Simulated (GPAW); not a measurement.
A run of GPAW 26.7.0:

The input run.py:

```python
from ase.dft.bandgap import bandgap
from ase.io import read, write
from ase.units import GPa
from gpaw import GPAW, PW

atoms = read('TePb.xyz')

calc = GPAW(mode=PW(600),
            xc='revPBE',
            kpts={'size': (7, 7, 7), 'gamma': True},
            occupations={'name': 'fermi-dirac', 'width': 0.05},
            nbands=19,
            convergence={'density': 1e-05, 'energy': 1e-05},
            maxiter=150,
            txt='gpaw.txt')
atoms.calc = calc
energy = atoms.get_potential_energy()
forces = atoms.get_forces()
stress = atoms.get_stress()
calc.write('gs.gpw')
write('result.traj', atoms)
print(f'Energy: {energy:.6f} eV')
print('Forces (eV/A):')
print(forces.round(4))
print('Stress (GPa):', (stress / GPa).round(3))
print('Fermi level:', round(calc.get_fermi_level(), 4), 'eV')
print(f'Gap: {bandgap(calc)[0]:.4f} eV, direct: {bandgap(calc, direct=True)[0]:.4f} eV')

path = atoms.cell.bandpath('GXWKGLUWLK,UX', npoints=80, eps=1e-4)
bs_calc = calc.fixed_density(kpts=path, symmetry='off', nbands=32,
                             convergence={'bands': 'CBM+6.0', 'eigenstates': 1e-6}, txt='bands.txt')
bs = bs_calc.band_structure()
bs.write('bs.json')
print(f'Gap on the path: {bandgap(bs_calc)[0]:.4f} eV')
```

File TePb.xyz:

```xyz
2
Lattice="0.0000000000 3.2310000000 3.2310000000 3.2310000000 0.0000000000 3.2310000000 3.2310000000 3.2310000000 0.0000000000" Properties=species:S:1:pos:R:3 pbc="T T T"
Pb     0.0000000000      0.0000000000      0.0000000000
Te     3.2310000000      3.2310000000      3.2310000000
```

Potentials or basis: the program's PAW data sets (release 1.2.1) made for this functional, pw.

Command:

```console
$ OMP_NUM_THREADS=1 python run.py
```

Hardware: 1 thread of Arm Neoverse V2, with other jobs on the host.

Problem. How long does it take, and how much memory?

Solution. It took 80 s on 1 thread of Arm Neoverse V2, with other jobs on the host, peak memory 0.32 GiB. Counts: scf iterations 16, plane waves 2259, bands 19, k points 20.
